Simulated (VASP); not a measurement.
# TePb (I4mm) in VASP: electric field gradients with PBE

Aim: the electric field gradients of TePb with PBE.

All numbers are computed with VASP 6.6.1; they aren't measurements. Logs are shortened: lines on timing, memory, paths and dates and some standing lists are left out, and cuts for length are marked.

### 1 The cell of the first run

It takes space group I4mm (No. 107, tetragonal). The conventional cell has a = 4.564 Å, b = 4.564 Å, c = 6.454 Å, α = 90.00°, β = 90.00°, γ = 90.00°. Around Te (site symmetry 4mm) lie 6 Pb at 3.03 to 3.43 Å. Pb (site symmetry 4mm) has 6 Te at 3.03 to 3.43 Å as nearest neighbours.

Measurements of this composition are mostly on another form, of space group No. 225.

### 2 Electric field gradients, PBE (atom 1 (Te) moved by [0.0, 0.0, 0.2] A, PAW files)

INCAR

```
SYSTEM = TePb
PREC = Accurate ; ENCUT = 520
EDIFF = 1E-8 ; ISMEAR = -1
SIGMA = 0.08 ; LREAL = .FALSE.
LASPH = .TRUE. ; NELM = 100
ALGO = Fast ; ISIF = 2
LWAVE = .FALSE. ; LCHARG = .FALSE.
GGA = PE ; LEFG = .TRUE.
NBANDS = 17
```

KPOINTS

```
regular mesh
0
G
  11 11 11
  0 0 0
```

POSCAR

```
TePb
1.0
    0.0000000000      3.2270000000      3.2270000000
    3.2270000000      0.0000000000      3.2270000000
    3.2270000000      3.2270000000      0.0000000000
Te Pb
1 1
Direct
    0.5309885342      0.5309885342      0.4690114658
    0.0000000000      0.0000000000      0.0000000000
```

Potentials or basis: VASP PAW PBE potentials, release 64 (Te, Pb_d).

Run with:

```bash
$ cat potpaw_PBE.64/Te/POTCAR potpaw_PBE.64/Pb_d/POTCAR > POTCAR
$ mpirun -np 1 vasp_std > vasp.out
```

OUTCAR:

```text
SYSTEM = TePb
   PREC = Accurate
   ENCUT = 520
   EDIFF = 1E-8
   ISMEAR = -1
   LREAL = .FALSE.
   LASPH = .TRUE.
   NELM = 100
   ISIF = 2
   GGA = PE

 ion  position               nearest neighbor table
   1  0.531  0.531  0.469-   2 3.03   2 3.23   2 3.23   2 3.23   2 3.23   2 3.43
   2  0.000  0.000  0.000-   1 3.03   1 3.23   1 3.23   1 3.23   1 3.23   1 3.43

  LATTYP: Found a face centered cubic cell.
 ALAT       =     6.4540000000

  Lattice vectors:

 A1 = (   0.0000000000,   3.2270000000,   3.2270000000)
 A2 = (   3.2270000000,   0.0000000000,   3.2270000000)
 A3 = (   3.2270000000,   3.2270000000,   0.0000000000)

Analysis of symmetry for initial positions (statically):
=====================================================================
 Subroutine PRICEL returns:
 Original cell was already a primitive cell.

 Routine SETGRP: Setting up the symmetry group for a
 face centered cubic supercell.

 Subroutine GETGRP returns: Found  8 space group operations
 (whereof  8 operations were pure point group operations)
 out of a pool of 48 trial point group operations.

The static configuration has the point symmetry C_4v.

Analysis of symmetry for dynamics (positions and initial velocities):
=====================================================================
 Subroutine PRICEL returns:
 Original cell was already a primitive cell.

 Routine SETGRP: Setting up the symmetry group for a
 face centered cubic supercell.

 Subroutine GETGRP returns: Found  8 space group operations
 (whereof  8 operations were pure point group operations)
 out of a pool of 48 trial point group operations.

The dynamic configuration has the point symmetry C_4v.

 Subroutine INISYM returns: Found  8 space group operations
 (whereof  8 operations are pure point group operations),
 and found     1 'primitive' translations

----------------------------------------------------------------------------------------

                                     Primitive cell

  volume of cell :      67.2089

  direct lattice vectors                    reciprocal lattice vectors
     0.000000000  3.227000000  3.227000000    -0.154942671  0.154942671  0.154942671
     3.227000000  0.000000000  3.227000000     0.154942671 -0.154942671  0.154942671
     3.227000000  3.227000000  0.000000000     0.154942671  0.154942671 -0.154942671

  length of vectors
     4.563667166  4.563667166  4.563667166     0.268368579  0.268368579  0.268368579

  position of ions in fractional coordinates (direct lattice)
     0.530988534  0.530988534  0.469011466
     0.000000000  0.000000000  0.000000000

  ion indices of the primitive-cell ions
   primitive index   ion index
                 1           1
                 2           2

----------------------------------------------------------------------------------------

 KPOINTS: regular mesh

Automatic generation of k-mesh.
 Grid dimensions read from file:
 generate k-points for:   11   11   11

 Generating k-lattice:

  Cartesian coordinates                     Fractional coordinates (reciprocal lattice)
    -0.014085697  0.014085697  0.014085697     0.090909091  0.000000000  0.000000000
     0.014085697 -0.014085697  0.014085697     0.000000000  0.090909091  0.000000000
     0.014085697  0.014085697 -0.014085697     0.000000000  0.000000000  0.090909091

  Length of vectors
     0.024397144  0.024397144  0.024397144

  Shift w.r.t. Gamma in fractional coordinates (k-lattice)
     0.000000000  0.000000000  0.000000000

 Subroutine IBZKPT returns following result:
 ===========================================

 Found    126 irreducible k-points:

 Following reciprocal coordinates:
            Coordinates               Weight
  0.000000  0.000000  0.000000      1.000000
  0.090909  0.000000  0.000000      8.000000
  0.181818  0.000000  0.000000      8.000000
  0.272727  0.000000  0.000000      8.000000
  0.363636  0.000000  0.000000      8.000000
  0.454545  0.000000  0.000000      8.000000
[... 16 lines left out ...]
 -0.181818  0.090909  0.000000      8.000000
  0.000000 -0.181818  0.090909     16.000000
 [... further k-points ...]
   k-points           NKPTS =    126   k-points in BZ     NKDIM =    126   number of bands    NBANDS=     17
   number of dos      NEDOS =    301   number of ions     NIONS =      2
   total plane-waves  NPLWV =  46656
   dimension x,y,z NGX =    36 NGY =   36 NGZ =   36
   dimension x,y,z NGXF=    72 NGYF=   72 NGZF=   72
   ions per type =               1   1
   NGX,Y,Z   is equivalent  to a cutoff of  13.11, 13.11, 13.11 a.u.
   NGXF,Y,Z  is equivalent  to a cutoff of  26.23, 26.23, 26.23 a.u.
 SYSTEM =  TePb
   PREC   = accura    normal or accurate (medium, high low for compatibility)
   ISTART =      0    job   : 0-new  1-cont  2-samecut
   ICHARG =      2    charge: 1-file 2-atom 10-const
   ISPIN  =      1    spin polarized calculation?
   LNONCOLLINEAR =      F non collinear calculations
   LSORBIT =      F    spin-orbit coupling
   LASPH  =      T    aspherical Exc in radial PAW
   ENCUT  =  520.0 eV  38.22 Ry    6.18 a.u.   8.49  8.49  8.49*2*pi/ulx,y,z
   NELM   =    100;   NELMIN=  2; NELMDL= -5     # of ELM steps
   EDIFF  = 0.1E-07   stopping-criterion for ELM
   LREAL  =      F    real-space projection
   EDIFFG = 0.1E-06   stopping-criterion for IOM
   NSW    =      0    number of steps for IOM
   IBRION =     -1    ionic relax: 0-MD 1-quasi-New 2-CG
   NFREE  =      0    steps in history (QN), initial steepest desc. (CG)
   ISIF   =      2    stress and relaxation
   ISYM   =      2    0-nonsym 1-usesym 2-fastsym
   POTIM  = 0.5000    time-step for ionic-motion
   TEBEG  =    0.0;   TEEND  =   0.0 temperature during run
   PSTRESS=    0.0 pullay stress
   NELECT =      20.0000    total number of electrons
   NUPDOWN=      -1.0000    fix difference up-down
   EMIN   =  10.00;   EMAX   =-10.00  energy-range for DOS
   EFERMI =   0.00;   METHOD = LEGACY
   ISMEAR =    -1;   SIGMA  =   0.08  broadening in eV -4-tet -1-fermi 0-gaus
   EFERMI_NEDOS =   21; number of points for ismear=-14 and -15
   IALGO  =     68    algorithm
   IMIX   =      4    mixing-type and parameters
     AMIX     =   0.40;   BMIX     =  1.00
     AMIX_MAG =   1.60;   BMIX_MAG =  1.00
  volume/ion in A,a.u.               =      33.60       226.77
  Fermi-wavevector in a.u.,A,eV,Ry     =   1.092972  2.065418 16.253366  1.194589
  Thomas-Fermi vector in A             =   2.229249
   LORBIT       =      0    0 simple, 1 ext, 2 COOP (PROOUT), +10 PAW based schemes
   GGA     = PE    functional components
   LHFCALC =     F    Hartree Fock is set to
   AEXX    =    0.0000 exact exchange contribution
   IVDW    =     0    specifies the selected vdW correction
   LEPSILON=     F    determine dielectric tensor
   LRPA    =     F    only Hartree local field effects (RPA)
 non-spin polarized calculation
 RMM-DIIS sequential band-by-band and
  energy-cutoff  :      520.00
  volume of cell :       67.21
 maximum number of plane-waves:      1838
 NGX is ok and might be reduce to    36
   NGX = 17   NGY = 17   NGZ = 17

 number of electron      20.0000002 magnetization

 Free energy of the ion-electron system (eV)
  ---------------------------------------------------
  ext. energy  EPLUGINS =         0.00000000
  ---------------------------------------------------
  free energy    TOTEN  =        -7.47756747 eV

  energy without entropy =       -7.47749959  energy(sigma->0) =       -7.47753353

 E-fermi :   6.1089     XC(G=0):  -9.3083

 val. band max:        5.5541330469   @ k =   0.4545   0.0000   0.0000
 cond. band min:       6.5770767962   @ k =   0.4545   0.0000   0.0000
 fundamental gap:      1.0229437492
 Fermi energy:         6.1088833036

 k-point     1 :       0.0000    0.0000    0.0000
  band No.  band energies     occupation
      1     -11.0306      2.00000
      2     -11.0306      2.00000
      3     -11.0218      2.00000
      4     -11.0159      2.00000
      5     -11.0159      2.00000
      6      -6.4165      2.00000
[... 9 lines left out ...]
     16      11.6518      0.00000
     17      13.0638      0.00000
[... 441 lines left out ...]
 k-point    24 :       0.0000   -0.1818    0.0909
  band No.  band energies     occupation
      1     -11.0396      2.00000
      2     -11.0345      2.00000
      3     -11.0193      2.00000
      4     -11.0118      2.00000
      5     -11.0073      2.00000
      6      -5.9760      2.00000
[... 9 lines left out ...]
     16      13.0326      0.00000
     17      14.4101      0.00000

 [... further k-points ...]

------------------------ aborting loop because EDIFF is reached ----------------------------------------

  FORCE on cell =-STRESS in cart. coord.  units (eV):
  Direction    XX          YY          ZZ          XY          YZ          ZX
  --------------------------------------------------------------------------------------
  -------------------------------------------------------------------------------------
  Total        0.9385790      0.9385790      1.6142946      0.0000000     -0.0000000      0.0000000
  in kB       22.3745610     22.3745610     38.4827842      0.0000000     -0.0000000      0.0000000
  external PRESSURE =      27.7439688 kB  Pullay stress =       0.0000000 kB

 VOLUME and BASIS-vectors are now :
 -----------------------------------------------------------------------------
  energy-cutoff  :      520.00
  volume of cell :       67.21
      direct lattice vectors                 reciprocal lattice vectors
     0.000000000  3.227000000  3.227000000    -0.154942671  0.154942671  0.154942671
     3.227000000  0.000000000  3.227000000     0.154942671 -0.154942671  0.154942671
     3.227000000  3.227000000  0.000000000     0.154942671  0.154942671 -0.154942671

 POSITION                                       TOTAL-FORCE (eV/Angst)
 -----------------------------------------------------------------------------------
      3.22700      3.22700      3.42700         0.000000      0.000000     -0.261892
      0.00000      0.00000      0.00000         0.000000      0.000000      0.261892
 -----------------------------------------------------------------------------------
    total drift:                                0.000000      0.000000     -0.000289

  FREE ENERGIE OF THE ION-ELECTRON SYSTEM (eV)
  ---------------------------------------------------
  free  energy   TOTEN  =        -7.4775674697 eV

  energy  without entropy=       -7.4774995945  energy(sigma->0) =       -7.47753353

 Electric field gradients (V/A^2)
---------------------------------------------------------------------
 ion       V_xx      V_yy      V_zz      V_xy      V_xz      V_yz
---------------------------------------------------------------------
   1      -3.977    -3.977     7.955    -0.000    -0.000    -0.000
   2      39.205    39.205   -78.409     0.000     0.000     0.000
---------------------------------------------------------------------

 Electric field gradients after diagonalization (V/A^2)
 (convention: |V_zz| > |V_xx| > |V_yy|)
----------------------------------------------------------------------
 ion       V_xx      V_yy      V_zz     asymmetry (V_yy - V_xx)/ V_zz
----------------------------------------------------------------------
   1      -3.977    -3.977     7.955       0.000
   2      39.205    39.204   -78.409       0.000
----------------------------------------------------------------------

           NMR quadrupolar parameters

 Cq : quadrupolar parameter    Cq=e*Q*V_zz/h
 eta: asymmetry parameters     (V_yy - V_xx)/ V_zz
 Q  : nuclear electric quadrupole moment in mb (millibarn)
----------------------------------------------------------------------
 ion       Cq(MHz)       eta       Q (mb)
----------------------------------------------------------------------
   1       0.019       0.000       1.000
   2      -0.190       0.000       1.000
----------------------------------------------------------------------
```

It took 1.8 min on 1 thread of Intel Xeon Platinum 8559C (Emerald Rapids), shared host; peak memory 0.31 GiB.

What came out:

```yaml
Free_energy: -7.4776 eV
Pressure: 2.8 GPa
Largest_force: 0.262 eV/Å
Band_gap_on_the_k_mesh: 1.02 eV, direct
```

Forces on the atoms (eV/Å):
```
Te   0.000  0.000 -0.262
Pb   0.000  0.000  0.262
```

Electric field gradients, principal values (V/Å²):
```csv
atom,Vxx,Vyy,Vzz
1 Te,-3.977,-3.977,7.955
2 Pb,39.204,39.205,-78.409
```

Caveat: spin-orbit coupling is left out, which as a rule narrows the gap of such compounds by several tenths of an eV; an odd mesh through Γ misses points on the zone boundary, where band edges often lie.
